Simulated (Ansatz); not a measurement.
Runs of Ansatz 0.2.0 on Ti. It takes space group Im-3m (No. 229, cubic). The conventional cell has a = 3.282 Å, b = 3.282 Å, c = 3.282 Å, α = 90.00°, β = 90.00°, γ = 90.00°. Around Ti (site symmetry m-3m) lie 8 Ti at 2.84 Å. This isn't the form of Ti at room conditions, which is hcp.

| task | level | potentials or basis | spin | U | fixed moment (μB) | cell | k mesh | cutoff (eV) | smearing | start of the occupations | double counting | hubbard projectors | phonon path | sphere radius (all atoms) | basis error allowed | other keys | gap on the mesh (eV) | pressure (GPa) | moment (μB) |
| --- | --- | --- | --- | --- | --- | --- | --- | --- | --- | --- | --- | --- | --- | --- | --- | --- | --- | --- | --- |
| density of states | revPBE-LDA | all-electron LAPW, scalar-relativistic | collinear, ferromagnetic start | - | - | volume scaled by 0.88 | 11 × 11 × 11 | 268 | tetrahedron | - | - | - | - | - | 0.0005 eV/atom | - | none | 21.0 | 0.00 |
| projected density of states | PBE+D3(BJ)+ATM+U | all-electron LAPW, scalar-relativistic | collinear, random start | Ti d U = 6 eV | - | as given | 11 × 11 × 11 | 227 | tetrahedron | random | fll | ortho-atomic | - | - | 0.001 eV/atom | - | - | 34.8 | 2.63 |
| band structure | PBEsol-PBE | all-electron LAPW, scalar-relativistic | collinear, random start | - | 1.0 | cell strained at random at fixed volume | 11 × 11 × 11 | 238 | tetrahedron | - | - | - | - | - | 0.001 eV/atom | - | - | -4.5 | - |
| projected density of states | PBE-PBEsol | all-electron LAPW, relativistic spinors | SOC, no magnetisation | - | - | as given | 8 × 8 × 8 | 230 | fermi-dirac 0.05 eV | - | - | - | - | - | 0.001 eV/atom | - | - | (b) | - |
| single point | RPBE+U | all-electron LAPW, scalar-relativistic | collinear, random start | Ti d U = 4 eV | - | as given | 11 × 11 × 11 | 260 | tetrahedron | low_spin | fll | ortho-atomic | - | 1.379 Å | 0.0005 eV/atom | hamiltonian.pseudopotentials.lapw.muffin_tin_radii = 1.379 | none | 19.8 | 2.05 |
| density of states | RPBE-LYP | all-electron LAPW, scalar-relativistic | off | - | - | as given | 11 × 11 × 11 | 414 | fermi-dirac 0.025 eV | - | - | - | - | 0.995 Å | 0.002 eV/atom | hamiltonian.pseudopotentials.lapw.muffin_tin_radii = 0.995 | none | (a) | - |

Problem. Fill in the values left out.

Solution. (a) 2.8; (b) -2.6.

Caveats: with tetrahedron occupations forces and stress needn't match the slope of the energy (some runs); the program warned that the printed levels may be off, so bands, gaps and densities of states are rough (some runs); the typed start of the occupations wasn't kept (some runs); U is the effective U less J, on atomic orbitals that reach past the spheres (some runs); the U is typed as a test and isn't derived for this compound (some runs); the starting moments weren't kept (some runs); a pressure of tens of GPa on the cell as given is suspect, and the run, the potentials or the cell itself is likely at fault (some runs).

A gap of «none» marks a metal or a gap under the smearing width.

The runs don't all hold the same shells in valence.
